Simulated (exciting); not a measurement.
Two BSE runs for the C K edge of SiC (Moissanite 3C), space group F-43m. Run A: exciting, all-electron LAPW+lo, PBE, exchange and screened direct term (singlet BSE), 6×6×6 shifted k points, 11 conduction bands, |G+q| up to 3 bohr⁻¹, full RPA screening with nempty = 29, Lorentzian half width 0.45 eV. Run B has a fault in its input.

Energy from the Kohn–Sham onset, core level to the lowest empty state found on the meshes used; one zero for both, scaled to A's maximum:

```tsv
E (eV)	A	B
-4.0	0.01	0.02
-3.5	0.02	0.02
-3.0	0.02	0.02
-2.5	0.02	0.03
-2.0	0.03	0.03
-1.5	0.03	0.04
-1.0	0.04	0.06
-0.5	0.06	0.08
0.0	0.09	0.13
0.5	0.14	0.23
1.0	0.24	0.41
1.5	0.38	0.65
2.0	0.54	0.88
2.5	0.71	1.02
3.0	0.76	0.94
3.5	0.69	0.80
4.0	0.63	0.75
4.5	0.70	0.87
5.0	0.90	1.04
5.5	1.00	0.97
6.0	0.92	0.81
6.5	0.84	0.72
7.0	0.79	0.65
7.5	0.71	0.58
8.0	0.67	0.53
8.5	0.56	0.44
9.0	0.48	0.38
9.5	0.41	0.33
10.0	0.39	0.33
10.5	0.42	0.36
11.0	0.44	0.36
11.5	0.39	0.31
12.0	0.29	0.22
12.5	0.19	0.15
13.0	0.14	0.12
13.5	0.14	0.12
14.0	0.16	0.15
14.5	0.18	0.16
15.0	0.19	0.17
15.5	0.18	0.16
16.0	0.16	0.15
16.5	0.16	0.15
17.0	0.17	0.16
17.5	0.22	0.21
18.0	0.29	0.28
18.5	0.44	0.42
19.0	0.50	0.43
19.5	0.36	0.29
```

Question: What most likely went wrong in run B?

Far too few empty states in the screening (empty states in the screening from 29 to 3). Against run A the r.m.s. difference is 24 %. The highest maximum lies at 5.1 eV (1.04), against 5.4 eV (1.00). Too few states underscreen, so the attraction is too strong. Other settings could leave a like mark; this is the change that was made.

[Banner, clock and machine lines of the logs are left out without a mark of their own.]

[Logs are printed without paths, hosts, clocks, repeated set-up lines and the standing remarks that a program may print on its own settings, such as how far it seeks lower states.]

[Hosts, paths, dates, database ids (printed as entryN), source tags and the programs' standing remarks are cut or masked in the printed files.]
